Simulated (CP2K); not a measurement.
# InSe (R3m) in CP2K: settings compared, part 2 of 2

CP2K 2026.2. The steps go on from the part before.

## (3) Band structure, TB-mBJ

Contents of inse_bands.inp:

```
&GLOBAL
  PROJECT inse_bands
  RUN_TYPE ENERGY
  PRINT_LEVEL LOW
&END GLOBAL
&FORCE_EVAL
  METHOD QS
  &DFT
    BASIS_SET_FILE_NAME BASIS_MOLOPT_UZH
    POTENTIAL_FILE_NAME POTENTIAL_UZH
    &MGRID
      CUTOFF 675
      REL_CUTOFF 60
      NGRIDS 4
    &END MGRID
    &QS
      METHOD GPW
      EPS_DEFAULT 1.0E-10
    &END QS
    &KPOINTS
      SCHEME MONKHORST-PACK 8 8 8
      GAMMA_CENTERED T
      SYMMETRY T
      SYMMETRY_BACKEND SPGLIB
    &END KPOINTS
    &SCF
      SCF_GUESS ATOMIC
      EPS_SCF 1.0E-6
      MAX_SCF 100
      ADDED_MOS 14
      CHOLESKY OFF
      EPS_EIGVAL 1.0E-7
      &DIAGONALIZATION ON
        ALGORITHM STANDARD
      &END DIAGONALIZATION
      &MIXING ON
        METHOD BROYDEN_MIXING
        ALPHA 0.4
        BETA 1.5
        NBUFFER 8
      &END MIXING
      &SMEAR ON
        METHOD FERMI_DIRAC
        ELECTRONIC_TEMPERATURE [K] 116.045
      &END SMEAR
    &END SCF
    &XC
      &XC_FUNCTIONAL
        &MGGA_X_TB09
        &END MGGA_X_TB09
        &LDA_C_PW
        &END LDA_C_PW
      &END XC_FUNCTIONAL
    &END XC
    &PRINT
      &KPOINTS ON
      &END KPOINTS
      &MULLIKEN ON
      &END MULLIKEN
      &MO ON
        ENERGIES T
        OCCUPATION_NUMBERS T
        &EACH
          QS_SCF 0
        &END EACH
        ADD_LAST NUMERIC
      &END MO
      &LOWDIN ON
      &END LOWDIN
      &HIRSHFELD ON
        SHAPE_FUNCTION DENSITY
      &END HIRSHFELD
      &BAND_STRUCTURE
        FILE_NAME bands.bs
        ADDED_MOS 6
        &KPOINT_SET
          UNITS B_VECTOR
          NPOINTS 6
          SPECIAL_POINT GAMMA 0.00000000 0.00000000 0.00000000
          SPECIAL_POINT L 0.50000000 0.00000000 0.00000000
          SPECIAL_POINT B1 0.50000000 0.17914517 -0.17914517
        &END KPOINT_SET
        &KPOINT_SET
          UNITS B_VECTOR
          NPOINTS 6
          SPECIAL_POINT B 0.82085483 0.50000000 0.17914517
          SPECIAL_POINT Z 0.50000000 0.50000000 0.50000000
          SPECIAL_POINT GAMMA 0.00000000 0.00000000 0.00000000
          SPECIAL_POINT X 0.33957259 0.00000000 -0.33957259
        &END KPOINT_SET
        &KPOINT_SET
          UNITS B_VECTOR
          NPOINTS 6
          SPECIAL_POINT Q 0.66042741 0.33957259 0.00000000
          SPECIAL_POINT F 0.50000000 0.50000000 0.00000000
          SPECIAL_POINT P1 0.66042741 0.66042741 0.17914517
          SPECIAL_POINT Z 0.50000000 0.50000000 0.50000000
        &END KPOINT_SET
        &KPOINT_SET
          UNITS B_VECTOR
          NPOINTS 6
          SPECIAL_POINT L 0.50000000 0.00000000 0.00000000
          SPECIAL_POINT P 0.82085483 0.33957259 0.33957259
        &END KPOINT_SET
      &END BAND_STRUCTURE
    &END PRINT
  &END DFT
  &SUBSYS
    &CELL
      ABC 8.7502533297 8.7502533297 8.7502533297
      ALPHA_BETA_GAMMA 26.4251818029 26.4251818029 26.4251818026
      PERIODIC XYZ
    &END CELL
    &COORD
      SCALED
      In  0.8886000000 0.8886000000 0.8886000000
      In  0.0000000000 0.0000000000 0.0000000000
      Se  0.1719000000 0.1719000000 0.1719000000
      Se  0.3835000000 0.3835000000 0.3835000000
    &END COORD
    &KIND In
      BASIS_SET TZVP-MOLOPT-PBE-GTH-q13
      POTENTIAL GTH-PBE-q13
    &END KIND
    &KIND Se
      BASIS_SET TZVP-MOLOPT-PBE-GTH-q6
      POTENTIAL GTH-PBE-q6
    &END KIND
    &PRINT
      &ATOMIC_COORDINATES ON
      &END ATOMIC_COORDINATES
      &CELL ON
      &END CELL
    &END PRINT
  &END SUBSYS
  &PRINT
    &FORCES ON
    &END FORCES
  &END PRINT
&END FORCE_EVAL
```

Potentials or basis: POTENTIAL_UZH In GTH-PBE-q13, Se GTH-PBE-q6; TZVP-MOLOPT-PBE-GTH basis.

Command:

```bash
$ OMP_NUM_THREADS=1 mpirun -n 3 cp2k.psmp -i inse_bands.inp -o inse_bands.out
```

It took 5.4 min on 3 MPI ranks of Arm Neoverse V2, shared host.

It converged, with:

```
Band gap on the k mesh  : 0.56 eV, direct
Band gap along the path : 0.56 eV, direct
Mulliken charges        : In +0.18; Se -0.19, -0.18 e
Hirshfeld charges       : In +0.19; Se -0.19 e
```

Levels at the corners of the path, in eV from the valence-band top:
```csv
point,band 17,band 18,band 19,band 20,band 21,band 22
Γ,-1.28,-1.21,-1.21,1.77,2.16,4.37
L,-2.36,-2.31,-1.71,1.42,2.07,3.82
B1,-2.56,-2.30,-1.83,1.99,2.52,3.63
B,-2.56,-2.30,-1.83,1.99,2.52,3.63
Z,-1.11,-1.11,0.00,0.56,2.24,4.28
Γ,-1.28,-1.21,-1.21,1.77,2.16,4.37
X,-2.60,-2.28,-1.80,2.06,2.42,3.65
Q,-2.60,-2.28,-1.80,2.06,2.42,3.65
F,-2.56,-2.08,-1.55,1.28,2.19,3.49
P1,-2.53,-2.11,-1.66,1.49,2.03,3.55
Z,-1.11,-1.11,0.00,0.56,2.24,4.28
L,-2.36,-2.31,-1.71,1.42,2.07,3.82
P,-2.53,-2.11,-1.66,1.49,2.03,3.55
```

Caveat: Mulliken charges move with the basis; this is a model potential without an energy functional, so only levels have meaning; the potentials were made for another functional, which shifts forces and pressure; spin-orbit coupling is left out, which moves the levels of the heavy elements; the basis of atomic orbitals isn't converged, which shifts pressures, moduli and gaps.

## (4) Band structure, SCAN

inse_bands.inp: that of step 3 with these lines changed.

```diff
@@ -2,3 +2,3 @@
   PROJECT inse_bands
-  RUN_TYPE ENERGY
+  RUN_TYPE ENERGY_FORCE
   PRINT_LEVEL LOW
@@ -7,2 +7,3 @@
   METHOD QS
+  STRESS_TENSOR ANALYTICAL
   &DFT
@@ -13,3 +14,3 @@
       REL_CUTOFF 60
-      NGRIDS 4
+      NGRIDS 5
     &END MGRID
@@ -17,3 +18,3 @@
       METHOD GPW
-      EPS_DEFAULT 1.0E-10
+      EPS_DEFAULT 1.0E-9
     &END QS
@@ -43,3 +44,3 @@
         METHOD FERMI_DIRAC
-        ELECTRONIC_TEMPERATURE [K] 116.045
+        ELECTRONIC_TEMPERATURE 580.23
       &END SMEAR
@@ -48,6 +49,6 @@
       &XC_FUNCTIONAL
-        &MGGA_X_TB09
-        &END MGGA_X_TB09
-        &LDA_C_PW
-        &END LDA_C_PW
+        &MGGA_X_SCAN
+        &END MGGA_X_SCAN
+        &MGGA_C_SCAN
+        &END MGGA_C_SCAN
       &END XC_FUNCTIONAL
@@ -67,7 +68,2 @@
       &END MO
-      &LOWDIN ON
-      &END LOWDIN
-      &HIRSHFELD ON
-        SHAPE_FUNCTION DENSITY
-      &END HIRSHFELD
       &BAND_STRUCTURE
@@ -77,3 +73,3 @@
           UNITS B_VECTOR
-          NPOINTS 6
+          NPOINTS 8
           SPECIAL_POINT GAMMA 0.00000000 0.00000000 0.00000000
@@ -84,3 +80,3 @@
           UNITS B_VECTOR
-          NPOINTS 6
+          NPOINTS 8
           SPECIAL_POINT B 0.82085483 0.50000000 0.17914517
@@ -92,3 +88,3 @@
           UNITS B_VECTOR
-          NPOINTS 6
+          NPOINTS 8
           SPECIAL_POINT Q 0.66042741 0.33957259 0.00000000
@@ -100,3 +96,3 @@
           UNITS B_VECTOR
-          NPOINTS 6
+          NPOINTS 8
           SPECIAL_POINT L 0.50000000 0.00000000 0.00000000
@@ -121,8 +117,8 @@
     &KIND In
-      BASIS_SET TZVP-MOLOPT-PBE-GTH-q13
-      POTENTIAL GTH-PBE-q13
+      BASIS_SET TZVP-MOLOPT-SCAN-GTH-q13
+      POTENTIAL GTH-SCAN-q13
     &END KIND
     &KIND Se
-      BASIS_SET TZVP-MOLOPT-PBE-GTH-q6
-      POTENTIAL GTH-PBE-q6
+      BASIS_SET TZVP-MOLOPT-SCAN-GTH-q6
+      POTENTIAL GTH-SCAN-q6
     &END KIND
@@ -133,2 +129,4 @@
       &END CELL
+      &SYMMETRY ON
+      &END SYMMETRY
     &END PRINT
@@ -138,2 +136,4 @@
     &END FORCES
+    &STRESS_TENSOR ON
+    &END STRESS_TENSOR
   &END PRINT
```

Potentials or basis: POTENTIAL_UZH In GTH-SCAN-q13, Se GTH-SCAN-q6; TZVP-MOLOPT-SCAN-GTH basis.

Command:

```bash
$ OMP_NUM_THREADS=1 mpirun -n 3 cp2k.psmp -i inse_bands.inp -o inse_bands.out
```

Wall time 5.1 min (3 MPI ranks of Arm Neoverse V2, shared host).

The run converged. Its results:

```yaml
Free_energy: -3566.4489 eV
Pressure: 1.1 GPa
Largest_force: 0.394 eV/Å
Band_gap_on_the_k_mesh: 0.63 eV, direct
Band_gap_along_the_path: 0.63 eV, direct
Mulliken_charges: In +0.24, +0.23; Se -0.24, -0.23 e
```

Forces on the atoms (eV/Å):
```
In   0.380  0.089  0.053
In  -0.376 -0.088 -0.053
Se  -0.123 -0.029 -0.017
Se   0.110  0.026  0.015
```

Stress tensor (GPa, compression positive):
```
 0.11 -0.35 -0.21
-0.35  1.52 -0.05
-0.21 -0.05  1.57
```

Levels at the corners of the path, in eV from the valence-band top:
| point | band 17 | band 18 | band 19 | band 20 | band 21 | band 22 |
| --- | --- | --- | --- | --- | --- | --- |
| Γ | -1.41 | -1.32 | -1.32 | 1.89 | 2.45 | 4.64 |
| L | -2.46 | -2.38 | -1.74 | 1.43 | 2.12 | 3.95 |
| B1 | -2.62 | -2.33 | -1.84 | 1.95 | 2.55 | 3.70 |
| B | -2.62 | -2.33 | -1.84 | 1.95 | 2.55 | 3.70 |
| Z | -1.24 | -1.24 | 0.00 | 0.63 | 2.53 | 4.56 |
| Γ | -1.41 | -1.32 | -1.32 | 1.89 | 2.45 | 4.64 |
| X | -2.65 | -2.31 | -1.81 | 2.00 | 2.47 | 3.71 |
| Q | -2.65 | -2.31 | -1.81 | 2.00 | 2.47 | 3.71 |
| F | -2.64 | -2.19 | -1.56 | 1.33 | 2.19 | 3.63 |
| P1 | -2.61 | -2.22 | -1.69 | 1.55 | 2.02 | 3.70 |
| Z | -1.24 | -1.24 | 0.00 | 0.63 | 2.53 | 4.56 |
| L | -2.46 | -2.38 | -1.74 | 1.43 | 2.12 | 3.95 |
| P | -2.61 | -2.22 | -1.69 | 1.55 | 2.02 | 3.70 |

Caveat: Mulliken charges move with the basis; spin-orbit coupling is left out, which moves the levels of the heavy elements; the basis of atomic orbitals isn't converged, which shifts pressures, moduli and gaps.

## (5) Band structure, TASK

inse_bands.inp: that of step 4 with these lines changed.

```diff
@@ -44,3 +44,3 @@
         METHOD FERMI_DIRAC
-        ELECTRONIC_TEMPERATURE 580.23
+        ELECTRONIC_TEMPERATURE [K] 580.226
       &END SMEAR
@@ -49,6 +49,6 @@
       &XC_FUNCTIONAL
-        &MGGA_X_SCAN
-        &END MGGA_X_SCAN
-        &MGGA_C_SCAN
-        &END MGGA_C_SCAN
+        &MGGA_X_TASK
+        &END MGGA_X_TASK
+        &LDA_C_PW
+        &END LDA_C_PW
       &END XC_FUNCTIONAL
@@ -70,6 +70,6 @@
         FILE_NAME bands.bs
-        ADDED_MOS 6
+        ADDED_MOS 2
         &KPOINT_SET
           UNITS B_VECTOR
-          NPOINTS 8
+          NPOINTS 6
           SPECIAL_POINT GAMMA 0.00000000 0.00000000 0.00000000
@@ -80,3 +80,3 @@
           UNITS B_VECTOR
-          NPOINTS 8
+          NPOINTS 6
           SPECIAL_POINT B 0.82085483 0.50000000 0.17914517
@@ -88,3 +88,3 @@
           UNITS B_VECTOR
-          NPOINTS 8
+          NPOINTS 6
           SPECIAL_POINT Q 0.66042741 0.33957259 0.00000000
@@ -96,3 +96,3 @@
           UNITS B_VECTOR
-          NPOINTS 8
+          NPOINTS 6
           SPECIAL_POINT L 0.50000000 0.00000000 0.00000000
@@ -105,4 +105,5 @@
     &CELL
-      ABC 8.7502533297 8.7502533297 8.7502533297
-      ALPHA_BETA_GAMMA 26.4251818029 26.4251818029 26.4251818026
+      A 8.7502533297 0.0000000000 0.0000000000
+      B 7.8359940850 3.8941147946 0.0000000000
+      C 7.8359940850 1.8397326251 3.4321296453
       PERIODIC XYZ
@@ -110,7 +111,6 @@
     &COORD
-      SCALED
-      In  0.8886000000 0.8886000000 0.8886000000
+      In  21.7016037966 5.0950968171 3.0497904028
       In  0.0000000000 0.0000000000 0.0000000000
-      Se  0.1719000000 0.1719000000 0.1719000000
-      Se  0.3835000000 0.3835000000 0.3835000000
+      Se  4.1981833138 0.9856483714 0.5899830860
+      Se  9.3659296151 2.1989304855 1.3162217190
     &END COORD
@@ -129,4 +129,2 @@
       &END CELL
-      &SYMMETRY ON
-      &END SYMMETRY
     &END PRINT
```

Potentials or basis: POTENTIAL_UZH In GTH-SCAN-q13, Se GTH-SCAN-q6; TZVP-MOLOPT-SCAN-GTH basis.

Command:

```bash
$ OMP_NUM_THREADS=1 mpirun -n 3 cp2k.psmp -i inse_bands.inp -o inse_bands.out
```

inse_bands.out:

```text

 CP2K| version string:                                       CP2K version 2026.2
 CP2K| Input file name                                            inse_bands.inp

 GLOBAL| Force Environment number                                              1
 GLOBAL| Basis set file name                                    BASIS_MOLOPT_UZH
 GLOBAL| Potential file name                                       POTENTIAL_UZH
 GLOBAL| MM Potential file name                                     MM_POTENTIAL
 GLOBAL| Coordinate file name                                      __STD_INPUT__
 GLOBAL| Method name                                                        CP2K
 GLOBAL| Project name                                                 inse_bands
 GLOBAL| Run type                                                   ENERGY_FORCE
 GLOBAL| FFT library                                                       FFTW3
 GLOBAL| Diagonalization library                                       ScaLAPACK
 GLOBAL| Cholesky decomposition library                                ScaLAPACK
 GLOBAL| DGEMM library                                                      BLAS
 GLOBAL| Direct generalized diagonalization requested                          F
 GLOBAL| Matrix multiplication library                                 ScaLAPACK
 GLOBAL| Global print level                                                  LOW
 GLOBAL| Total number of message passing processes                             3
 GLOBAL| Number of threads for this process                                    1
 GLOBAL| CPU model name                                                  UNKNOWN

 CELL| Volume [angstrom^3]:                                           116.948071
 CELL| Vector a [angstrom]:       8.750     0.000     0.000   |a| =     8.750253
 CELL| Vector b [angstrom]:       7.836     3.894     0.000   |b| =     8.750253
[... 755 lines left out ...]
 KPOINTS| Special point     1           B     0.820855     0.500000     0.179145
 KPOINTS| Special point     2           Z     0.500000     0.500000     0.500000
 KPOINTS| Special point     3       GAMMA     0.000000     0.000000     0.000000
 KPOINTS| Special point     4           X     0.339573     0.000000    -0.339573
 KPOINTS| Number of k-points in set    3                                      19
 KPOINTS| In units of b-vector [2pi/Bohr]
 KPOINTS| Special point     1           Q     0.660427     0.339573     0.000000
 KPOINTS| Special point     2           F     0.500000     0.500000     0.000000
 KPOINTS| Special point     3          P1     0.660427     0.660427     0.179145
 KPOINTS| Special point     4           Z     0.500000     0.500000     0.500000
 KPOINTS| Number of k-points in set    4                                       7
 KPOINTS| In units of b-vector [2pi/Bohr]
 KPOINTS| Special point     1           L     0.500000     0.000000     0.000000
 KPOINTS| Special point     2           P     0.820855     0.339573     0.339573

 ENERGY| Total FORCE_EVAL ( QS ) energy [hartree]           -130.119977635285295

 FORCES| Atomic forces [hartree/bohr]
 FORCES|   Atom     x               y               z               |f|
 FORCES|      1  8.59606712E-03  2.01819328E-03  1.20803457E-03   8.91206045E-03
 FORCES|      2 -8.48047090E-03 -1.99105693E-03 -1.19179081E-03   8.79221586E-03
 FORCES|      3  5.52401697E-03  1.29693063E-03  7.76311030E-04   5.72708053E-03
 FORCES|      4 -5.62733874E-03 -1.32118518E-03 -7.90829840E-04   5.83419947E-03
 FORCES| Sum     1.22744417E-05  2.88180459E-06  1.72495087E-06
 FORCES| Total atomic force                                       1.27256502E-05

 STRESS| Analytical stress tensor [bar]
 STRESS|                        x                   y                   z
 STRESS|      x        2.21046299039E+04  -3.67752511517E+03  -2.20126585588E+03
 STRESS|      y       -3.67752511517E+03   3.69048437201E+04  -5.16814637157E+02
 STRESS|      z       -2.20126585588E+03  -5.16814637157E+02   3.74588660209E+04
 STRESS| 1/3 Trace                                             3.21561132150E+04
 STRESS| Determinant                                           2.98580434765E+13

 STRESS| Eigenvectors and eigenvalues of the analytical stress tensor [bar]
 STRESS|                        1                   2                   3
 STRESS| Eigenvalues   2.09318637255E+04   3.77682184428E+04   3.77682574766E+04
 STRESS|      x           0.964543078234     -0.125237747492     -0.232319084091
 STRESS|      y           0.226456562320     -0.059373608499      0.972209956746
 STRESS|      z           0.135551007418      0.990348565515      0.028907493338
```

It took 3.2 min on 3 MPI ranks of Arm Neoverse V2, shared host.

Results:

```
Free energy             : -3540.7447 eV
Pressure                : 3.2 GPa
Largest force           : 0.458 eV/Å
Band gap on the k mesh  : 1.08 eV, direct
Band gap along the path : 1.08 eV, direct
Mulliken charges        : In +0.40; Se -0.41, -0.40 e
```

Forces in eV/Å, atoms in the order of the input:
```
In   0.442  0.104  0.062
In  -0.436 -0.102 -0.061
Se   0.284  0.067  0.040
Se  -0.289 -0.068 -0.041
```

Levels at the corners of the path, in eV from the valence-band top:
| point | band 16 | band 17 | band 18 | band 19 | band 20 | band 21 | band 22 | band 23 |
| --- | --- | --- | --- | --- | --- | --- | --- | --- |
| Γ | -1.44 | -1.37 | -1.36 | -1.36 | 2.15 | 2.96 | 5.02 | 5.02 |
| L | -2.55 | -2.53 | -2.49 | -1.84 | 1.99 | 2.57 | 4.82 | 5.02 |
| B1 | -3.87 | -2.68 | -2.43 | -2.04 | 2.56 | 2.97 | 4.53 | 5.60 |
| B | -3.87 | -2.68 | -2.43 | -2.04 | 2.56 | 2.97 | 4.53 | 5.60 |
| Z | -1.52 | -1.27 | -1.27 | 0.00 | 1.08 | 3.00 | 4.94 | 4.94 |
| Γ | -1.44 | -1.37 | -1.36 | -1.36 | 2.15 | 2.96 | 5.02 | 5.02 |
| X | -3.89 | -2.72 | -2.40 | -2.01 | 2.60 | 2.92 | 4.52 | 5.58 |
| Q | -3.89 | -2.72 | -2.40 | -2.01 | 2.60 | 2.92 | 4.52 | 5.58 |
| F | -2.81 | -2.74 | -2.28 | -1.67 | 1.71 | 2.84 | 4.55 | 4.75 |
| P1 | -2.74 | -2.71 | -2.31 | -1.78 | 1.88 | 2.72 | 4.57 | 4.91 |
| Z | -1.52 | -1.27 | -1.27 | 0.00 | 1.08 | 3.00 | 4.94 | 4.94 |
| L | -2.55 | -2.53 | -2.49 | -1.84 | 1.99 | 2.57 | 4.82 | 5.02 |
| P | -2.74 | -2.71 | -2.31 | -1.78 | 1.88 | 2.72 | 4.57 | 4.91 |

Caveat: Mulliken charges move with the basis; the potentials were made for another functional, which shifts forces and pressure; spin-orbit coupling is left out, which moves the levels of the heavy elements; the basis of atomic orbitals isn't converged, which shifts pressures, moduli and gaps.

## (6) Overview

```csv
level,potentials or basis,smearing,EPS_DEFAULT,NGRIDS,points a segment of the path (NPOINTS),bands added on the path,gap on the mesh (eV),pressure (GPa),largest force (eV/Å)
r2SCAN,"POTENTIAL_UZH In GTH-SCAN-q13, Se GTH-SCAN-q6; TZVP-MOLOPT-SCAN-GTH basis",fermi-dirac 0.1 eV,1.0E-10,5,8,4,0.77,1.0,0.30
TB-mBJ,"POTENTIAL_UZH In GTH-PBE-q13, Se GTH-PBE-q6; TZVP-MOLOPT-PBE-GTH basis",fermi-dirac 0.01 eV,1.0E-10,4,6,6,0.56,-,-
SCAN,"POTENTIAL_UZH In GTH-SCAN-q13, Se GTH-SCAN-q6; TZVP-MOLOPT-SCAN-GTH basis",fermi-dirac 0.05 eV,1.0E-9,5,8,6,0.63,1.1,0.39
TASK,"POTENTIAL_UZH In GTH-SCAN-q13, Se GTH-SCAN-q6; TZVP-MOLOPT-SCAN-GTH basis",fermi-dirac 0.05 eV,1.0E-9,5,6,2,1.08,3.2,0.46
```

Alike in all rows: task band structure; no spin polarisation; cell as given; k mesh 8 × 8 × 8.

Caveats: spin-orbit coupling is left out, which moves the levels of the heavy elements; the basis of atomic orbitals isn't converged, which shifts pressures, moduli and gaps; the potentials were made for another functional, which shifts forces and pressure (some runs); this is a model potential without an energy functional, so only levels have meaning (some runs).

Total energies depend on the potentials used, so only differences within one code and one set of settings carry meaning.

## (7) Against experiment

Step 2. Measured gap of InSe: 1.25 eV (300 K; “The Interaction of Hydrogen with the van der Waals Crystal γ-InSe”, 2020, pmc:7321205). This calculation gives 0.77 eV (-0.48 eV). Spin-orbit coupling on In, Se is left out. The value is that of r2SCAN in an atomic basis (POTENTIAL_UZH In GTH-SCAN-q13, Se GTH-SCAN-q6; TZVP-MOLOPT-SCAN-GTH basis), whose error adds to the functional's,, without temperature or zero-point motion.

Step 3. Against the measured gap of InSe, 1.25 eV (300 K; “The Interaction of Hydrogen with the van der Waals Crystal γ-InSe”, 2020, pmc:7321205), the calculated 0.56 eV is off by -0.69 eV. Spin-orbit coupling on In, Se is left out. The value is that of TB-mBJ in an atomic basis (POTENTIAL_UZH In GTH-PBE-q13, Se GTH-PBE-q6; TZVP-MOLOPT-PBE-GTH basis), whose error adds to the functional's,, without temperature or zero-point motion.

Step 4. Against the measured gap of InSe, 1.25 eV (300 K; “The Interaction of Hydrogen with the van der Waals Crystal γ-InSe”, 2020, pmc:7321205), the calculated 0.63 eV is off by -0.62 eV. Spin-orbit coupling on In, Se is left out. The value is that of SCAN in an atomic basis (POTENTIAL_UZH In GTH-SCAN-q13, Se GTH-SCAN-q6; TZVP-MOLOPT-SCAN-GTH basis), whose error adds to the functional's,, without temperature or zero-point motion.

Step 5. A measured gap of InSe is 1.25 eV (300 K; “The Interaction of Hydrogen with the van der Waals Crystal γ-InSe”, 2020, pmc:7321205); the calculated 1.08 eV misses it by -0.17 eV. Spin-orbit coupling on In, Se is left out. The value is that of TASK in an atomic basis (POTENTIAL_UZH In GTH-SCAN-q13, Se GTH-SCAN-q6; TZVP-MOLOPT-SCAN-GTH basis), whose error adds to the functional's,, without temperature or zero-point motion.
